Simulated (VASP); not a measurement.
## H13O6F: single point with PBE+D3(BJ)

The system is H13O6F.

```xyz
20
Lattice="5.5527 0.0000 0.0000 0.0000 5.5527 0.0000 0.0000 0.0000 5.5527" Properties=species:S:1:pos:R:3 pbc="T T T"
O     2.7337    4.5491    4.4417
O     4.3663    3.8462    1.5173
O     1.8211    0.9471    2.6372
O     5.5930    1.2643    4.5650
O     0.8422    5.1379    0.7757
O     3.1651    1.7793    5.9424
H     2.5502    5.1782    3.7536
H     3.6393    4.4259    4.6127
H     3.9306    3.1372    1.1866
H     4.7691    3.6472    2.3985
H     2.4412    1.6345    2.2674
H     1.3401    0.4927    1.8388
H     6.1245    1.0225    3.7623
H     5.7807    0.6725    5.3538
H    -0.0300    4.5615    0.6877
H     1.5482    4.7800    0.1251
H     2.3623    2.0983    5.4390
H     3.6508    1.6239    5.1358
H     5.5150    2.6406    4.4796
F     5.2892    3.5692    4.1505
```

The cell was built by a generator and needn't be a form met in nature.

| Property | Result |
| --- | --- |
| Program | VASP 6.6.1 |
| Task | single point |
| Functional | PBE |
| Dispersion | D3(BJ) |
| Potentials or basis | VASP PAW PBE potentials, release 64 (O, H, F) |
| Cutoff | 520 eV |
| k mesh | 1 × 1 × 1 |
| Occupations | fermi-dirac, width 0.02 eV |
| Spin | no spin polarisation |

```yaml
Pressure: 3.8 GPa
Largest_force: 5.739 eV/Å
Band_gap_on_the_k_mesh: 5.07 eV, direct
Dispersion_energy_per_atom: -0.039 eV
```

Forces in eV/Å, atoms in the order of the input:
```
O   -2.688 -1.029  1.229
O    2.700  4.447  2.421
O    0.058  0.508 -0.178
O   -0.633  0.709  0.021
O   -0.646 -1.034 -1.511
O   -1.909  0.831 -0.748
H    0.053  1.107 -1.366
H    2.305 -0.091  0.050
H   -2.579 -4.372 -1.865
H   -0.339  0.034 -0.447
H   -0.828 -0.939  0.277
H    0.831  0.052  0.537
H    0.527 -0.001  0.124
H    0.590 -0.170 -0.146
H    1.185  0.424  1.009
H   -0.339  0.433  0.513
H    0.120 -0.055  1.145
H    1.699 -0.708 -0.645
H   -0.120 -0.672 -0.108
F    0.013  0.528 -0.313
```

Stress tensor (GPa, compression positive):
```
 3.27  0.81 -0.18
 0.81  6.22  0.97
-0.18  0.97  1.78
```

Levels at points of the mesh, in eV from the valence-band top:
| k point | band 25 | band 26 | band 27 | band 28 | band 29 | band 30 | band 31 | band 32 |
| --- | --- | --- | --- | --- | --- | --- | --- | --- |
| (0.00, 0.00, 0.00) | -0.62 | -0.40 | -0.10 | 0.00 | 5.07 | 8.91 | 9.00 | 9.55 |

Wall time 12 s on 1 thread of Intel(R) Xeon(R) 6975P-C (Granite Rapids), on a shared host, peak memory 0.23 GiB.
